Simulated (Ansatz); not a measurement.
# HfN (111): surface energy and levels

This session takes HfN and sets out to compute energy, relaxation and work function or band edges of the (111) face.

Computed with Ansatz 0.2.0 (DFT PBEsol, scalar-relativistic, plane waves, PAW, unless a step's input says otherwise).

1 further run of the same task is left out (set aside as unsound or not needed).

## (1) The starting structure

Symmetry: Fm-3m, No. 225, cubic system. Conventional cell: a = 4.502 Å, b = 4.502 Å, c = 4.502 Å, α = 90.00°, β = 90.00°, γ = 90.00°. Hf (site symmetry m-3m) has 6 N at 2.25 Å as nearest neighbours. Around N (site symmetry m-3m) lie 6 Hf at 2.25 Å.

As a file:

```cif
data_structure
_symmetry_space_group_name_H-M 'P 1'
_symmetry_Int_Tables_number 1
_cell_length_a 3.1831
_cell_length_b 3.1831
_cell_length_c 3.1831
_cell_angle_alpha 60.000
_cell_angle_beta 60.000
_cell_angle_gamma 60.000
_cell_volume 22.80
loop_
_atom_site_label
_atom_site_type_symbol
_atom_site_fract_x
_atom_site_fract_y
_atom_site_fract_z
_atom_site_occupancy
Hf1 Hf 0.50000 0.50000 0.50000 1
N1 N 0.00000 0.00000 0.00000 1
```

It is the result of an earlier relaxation at this level (volume 11.40 Å³/atom; gap on the mesh: none (metal)).

## (2) Bulk reference on the slab's mesh

File input.yaml:

```yaml
crystal:
  lattice:
    - [3.1830776067, 0.0, 0.0]
    - [-1.5915388033, 2.7566260696, 0.0]
    - [1.5915388033, 0.9188753565, 2.5989719827]
  atoms:
    - { symbol: Hf, position: [0.0, 0.5, 0.5] }
    - { symbol: "N", position: [0.0, 0.0, 0.0] }
basis:
  ecutwfc: 420
kpoints:
  mp_grid: { grid: [12, 12, 13] }
hamiltonian:
  xc: pbesol
scf:
  occupations: { method: gaussian, width: 0.1 }
output:
  forces: true
  stress: true
  eigenvalues: true
```

On the command line:

```console
$ ansatz run input.yaml --threads 2 --pin off --max-ram 5120MiB --backend cpu --events-out ev --progress --plain --runs-dir out
```

The program printed, shortened:

```text
Warning: crystal.symmetry: narrowed to the stabiliser of the k-point mesh — unitary ops 48 → 4; excluded 44 operations that carry a point of the 12×12×13 mesh (shift [0, 0, 0]) off the mesh (the run samples exactly the mesh kpoints.mp_grid names, as under crystal.symmetry.detect: false, [...]
Warning: RAYON_NUM_THREADS=2 ignored (pool sized by the plan → 2); use --threads N
[...]
Pseudopotentials: kind: paw
Pseudopotential: Hf, paw, valence charge 26, recommended cutoff 420 eV (normal), Hf.paw.azcp
Pseudopotential: N, paw, valence charge 5, recommended cutoff 420 eV (normal), N.paw.azcp
Functional definition: PBEsol
[...]
Crystal: 2 atoms, lattice volume = 22.805 Å³
Basis set: ecut = 420 eV, 459 PW (Γ), exchange–correlation on 48×48×48 points (8 copies of the dense FFT grid, shifted against one another)
Bands: 20, of which v1, the nominal top of the filled ones, is band 16 counted from 1 (15 counted from 0)
Symmetry: 4 space group operations
k-points: 511 of 1872
[...]
SCF iter   1: F=—  HF=-15980.254873 eV  |F-HF|=—  |Δ(HF+E_count)|=         —  Δρ=8.72e-3  dr2=1.53e-2  ethr=1.77e-3  ⟨swp⟩=4.9  Hψ=43282  notcnv=0
[...]
SCF iter   7: F=-15980.250518 eV  HF=-15980.250518 eV  |F-HF|=5.21e-9  |Δ(HF+E_count)|=   4.85e-8  Δρ=4.52e-6  dr2=3.31e-9  ethr=2.11e-10  ⟨swp⟩=4.9  Hψ=38051  notcnv=0
[...]
SCF converged after 7 iterations
Free energy (F): -15980.250518 eV
[...]
E sigma→0 (E₀):  -15980.248959 eV
Entropy (-TS):   -0.003117 eV (-1.558 meV/atom)
Fermi energy:    23.954953 eV
[...]
--- Forces (eV/Å), atoms counted from 1 ---
  atom   1  Hf     0.00000000     0.00000000     0.00000000
  atom   2  N      0.00000000     0.00000000    -0.00000000
[...]
--- Stress (GPa, compression-positive) ---
       -0.033621       0.074717      -0.379850
        0.074717      -0.119896      -0.219306
       -0.379850      -0.219306       0.086834
  P = ⅓ Tr σ = -0.0222 GPa (-0.222 kbar)
--- Band table (eV; the first three rows and the last of 511) ---
  k-point 0: bands = ["-38.6597", "-7.0649", "-7.0633", "-7.0568", "6.4500", "11.3913", "11.3915", "11.3939", "11.4286", "11.5321", "11.5325", "11.5332", "21.0575", "21.0579", "21.0623", "23.5651", "23.5711", "23.5717", "25.8459", "25.9163"]
[...]
```

Wall time 5.8 s (2 threads of Arm Neoverse V2, shared host); peak memory 0.47 GiB.

Bulk reference and slab share their plane, in-plane mesh and smearing. Its energy with the smearing taken to zero: -7990.1245 eV/atom.

## (3) Cutting the (111) slab

Planes are indexed in the bulk's conventional cell (Fm-3m (No. 225)), a = 4.502 Å, b = 4.502 Å, c = 4.502 Å, α = 90.00°, β = 90.00°, γ = 90.00°.

Cut from the relaxed bulk: a (111) slab, 10.4 Å thick as cut, with 15 Å of vacuum; its outer planes are Hf (top) and Hf (bottom).

The slab as cut. Its planes from the bottom up:

```
plane  atoms per cell  height over the lowest (Å)
    1              Hf                        0.00
    2               N                        1.30
    3              Hf                        2.60
    4               N                        3.90
    5              Hf                        5.20
    6               N                        6.50
    7              Hf                        7.80
    8               N                        9.10
    9              Hf                       10.40
```

## (4) Single point on the unrelaxed (111) slab

The cell repeats along c, and a dipole correction in the vacuum removes the field between the copies.

File input.yaml:

```yaml
crystal:
  lattice:
    - [3.1830776067, 0.0, 0.0]
    - [-1.5915388033, 2.7566260696, 0.0]
    - [0.0, 0.0, 25.3958879306]
  atoms:
    - { symbol: Hf, position: [0.3333333333, 0.6666666667, 0.2953234012] }
    - { symbol: "N", position: [0.6666666667, 0.3333333333, 0.3464925509] }
    - { symbol: Hf, position: [0.0, 0.0, 0.3976617006] }
    - { symbol: "N", position: [0.3333333333, 0.6666666667, 0.4488308503] }
    - { symbol: Hf, position: [0.6666666667, 0.3333333333, 0.5] }
    - { symbol: "N", position: [0.0, 0.0, 0.5511691497] }
    - { symbol: Hf, position: [0.3333333333, 0.6666666667, 0.6023382994] }
    - { symbol: "N", position: [0.6666666667, 0.3333333333, 0.6535074491] }
    - { symbol: Hf, position: [0.0, 0.0, 0.7046765988] }
basis:
  ecutwfc: 420
kpoints:
  mp_grid: { grid: [12, 12, 1] }
hamiltonian:
  xc: pbesol
scf:
  occupations: { method: gaussian, width: 0.1 }
output:
  forces: true
  eigenvalues: true
  write_density: true
  write_potential: true
  elf: true
  volumetric_format: npy
efield:
  axis: 3
  dipole_correction: true
  ramp_width: 0.04
```

On the command line:

```console
$ ansatz run input.yaml --threads 2 --pin off --max-ram 5120MiB --backend cpu --events-out ev --progress --plain --runs-dir out
```

The program printed, shortened:

```text
Warning: RAYON_NUM_THREADS=2 ignored (pool sized by the plan → 2); use --threads N
[...]
Pseudopotentials: kind: paw
Pseudopotential: Hf, paw, valence charge 26, recommended cutoff 420 eV (normal), Hf.paw.azcp
Pseudopotential: N, paw, valence charge 5, recommended cutoff 420 eV (normal), N.paw.azcp
Functional definition: PBEsol
[...]
Crystal: 9 atoms, lattice volume = 222.838 Å³
Basis set: ecut = 420 eV, 4393 PW (Γ), exchange–correlation on 48×48×360 points (8 copies of the dense FFT grid, shifted against one another)
Bands: 90, of which v1, the nominal top of the filled ones, is band 75 counted from 1 (74 counted from 0)
Symmetry: 6 space group operations
k-points: 19 of 144 (time reversal used)
[...]
SCF iter   1: F=—  HF=-79516.706999 eV  |F-HF|=—  |Δ(HF+E_count)|=         —  Δρ=7.27e-3  dr2=2.49e0  ethr=1.77e-3  p=0.000 e·Å  D=1.07e-13 V/Å  ΔV_dip=-0.00 eV  dr2_dipole=7.08e-7  V_vac-E_F(+/−)=5.25/5.25 eV  ⟨swp⟩=6.6  Hψ=6632  notcnv=0  defer=22
[...]
WARN: The output density's exchange-correlation potential varies sharply where the density is thin. Do not read a vacuum level from v_tot or v_xc, or from such a field of the output density. On a cell that repeats whose density bears no net charge and no dipole along the vacuum's axis use [...]
SCF converged after 10 iterations
Free energy (F): -79516.624681 eV
[...]
E sigma→0 (E₀):  -79516.603389 eV
Entropy (-TS):   -0.042583 eV (-4.731 meV/atom)
Fermi energy:    9.635886 eV
Dipole field:    D = -0.000010 V/Å  (p = -0.000012 e·Å, saw-weighted, corrected)
Work function:   Φ+ = 4.5642 eV   Φ− = 4.5640 eV
Levels:          The Fermi level and band energies are counted from a zero that moves with the ramp; work functions are not
[...]
--- Forces (eV/Å), atoms counted from 1 ---
  atom   1  Hf     0.00000000     0.00000000     0.44000743
  atom   2  N     -0.00000000     0.00000000     0.08796478
  atom   3  Hf    -0.00000000    -0.00000000    -0.75601120
  atom   4  N      0.00000000    -0.00000000     0.03275002
  atom   5  Hf    -0.00000000    -0.00000000    -0.00000045
  atom   6  N      0.00000000     0.00000000    -0.03275017
  atom   7  Hf     0.00000000     0.00000000     0.75601297
  atom   8  N      0.00000000    -0.00000000    -0.08796306
[...]
--- Band table (eV; the first three rows and the last of 19) ---
[...]
```

Run time: 27 s. Hardware: 2 threads of Arm Neoverse V2, shared host; peak memory 0.66 GiB.

From the log: work function 4.56 eV.

Density in a lattice plane of the grid's cell (edges 3.18 and 25.40 Å, at 0.000 of the third edge), which holds Hf and N.

Ten even steps from '0' (0.00 e/Å³) to '9' (33.99 e/Å³):
```
000000
000000
000000
000000
000000
930003
000000
000000
100000
000000
000000
930003
000000
000000
000000
000000
000000
000000
000000
000000
```
Columns run along the first of these edges and rows up along the second, over one cell in 6 and 20 even steps from the bottom left corner. Atoms in the plane (fractional): Hf at (0.00, 0.40), N at (0.00, 0.55), Hf at (0.00, 0.70).

ELF in the same plane.

Ten even steps from ' ' (0.00) to '@' (0.82):
```
            
            
            
    ::--::  
..  --##--  
@@@@::::::@@
..::++##++::
==::::==::::
  @@**..**@@
==::::==::::
..::**%%**::
@@@@::::::@@
....++%%++..
##--::==::--
@@##::..::##
==--::..::--
            
            
            
            
```
Columns run along the first of these edges and rows up along the second, over one cell in 6 and 20 even steps from the bottom left corner. Atoms in the plane (fractional): Hf at (0.00, 0.40), N at (0.00, 0.55), Hf at (0.00, 0.70).

Both are smooth fields of the valence electrons: close to the nuclei they are not physical.

Outside the cores ELF peaks at 0.82 in the shell around N, 0.6 Å from N; 0.79 between the atoms, 2.0 Å from Hf; 0.72 outside the outer layer, 2.2 Å from Hf.

(Part 1 of 2 ends here.)
